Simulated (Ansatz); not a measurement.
**Relaxing BN**

Level of theory: Ansatz, DFT PBEsol, scalar-relativistic, plane waves, PAW. Settings: 420 eV cutoff, 12×12×4 k-mesh, Gaussian smearing of 0.02 eV, no spin polarisation.

What was changed: relaxed at 25 GPa.

Other phases may be more stable at this pressure.

Command:

```bash
ansatz run input.yaml --threads 1 --pin off --max-ram 2560MiB --backend cpu --events-out ev --progress --plain --runs-dir out
```

Input:

```yaml
crystal:
  lattice:
    - [2.4188870547, 0.0, 0.0]
    - [-1.2094435274, 2.0948176383, 0.0]
    - [0.0, 0.0, 5.4390700582]
  atoms:
    - { symbol: B, position: [0.3333333333, 0.6666666667, 0.25] }
    - { symbol: B, position: [0.6666666667, 0.3333333333, 0.75] }
    - { symbol: "N", position: [0.3333333333, 0.6666666667, 0.75] }
    - { symbol: "N", position: [0.6666666667, 0.3333333333, 0.25] }
basis:
  ecutwfc: 420
kpoints:
  mp_grid: { grid: [12, 12, 4] }
hamiltonian:
  xc: pbesol
scf:
  occupations: { method: gaussian, width: 0.02 }
output:
  forces: true
  stress: true
  eigenvalues: true
relax:
  adjacent_minimum: "off"
  f_tol: 0.008
  max_steps: 50
  cell: { stress_tol: 0.08, p_target: 25.0 }
```

F is the free energy. Steps run on the plane waves of an earlier cell, but the last one, and at times one on the way, on a freshly chosen basis, so a repeated geometry can differ a little in energy. The relaxation lowers the enthalpy F + PV at the target pressure, so F itself can rise.

Steps:

```csv
step,F − F(1) (eV),largest force component (eV/Å),V (Å³/atom),P (GPa)
1,0.0000,0.000,6.890,42.04
2,-0.0096,0.000,6.710,33.85
3,-0.1040,0.000,6.837,24.06
4,-0.0753,0.000,6.788,25.06
5,-0.0795,0.000,6.795,25.00
6,-0.0789,0.000,6.795,24.94
7,-0.0699,0.000,6.780,25.01
8,-0.0695,0.000,6.780,25.00
```

Relaxed structure:

```cif
data_structure
_symmetry_space_group_name_H-M 'P 1'
_symmetry_Int_Tables_number 1
_cell_length_a 2.4682
_cell_length_b 2.4682
_cell_length_c 5.1400
_cell_angle_alpha 90.000
_cell_angle_beta 90.000
_cell_angle_gamma 120.000
_cell_volume 27.12
loop_
_atom_site_label
_atom_site_type_symbol
_atom_site_fract_x
_atom_site_fract_y
_atom_site_fract_z
_atom_site_occupancy
B1 B 0.33333 0.66667 0.25000 1
B2 B 0.66667 0.33333 0.75000 1
N1 N 0.33333 0.66667 0.75000 1
N2 N 0.66667 0.33333 0.25000 1
```

It takes space group P6_3/mmc (No. 194, hexagonal). Conventional cell: a = 2.468 Å, b = 2.468 Å, c = 5.140 Å, α = 90.00°, β = 90.00°, γ = 120.00°. B (site symmetry -6m2) has 3 N at 1.43 Å as nearest neighbours. N (site symmetry -6m2) has 3 B at 1.43 Å as nearest neighbours.

The run converged. Time: 9.9 s on 1 thread of Arm Neoverse V2, on a shared host, peak memory 0.29 GiB.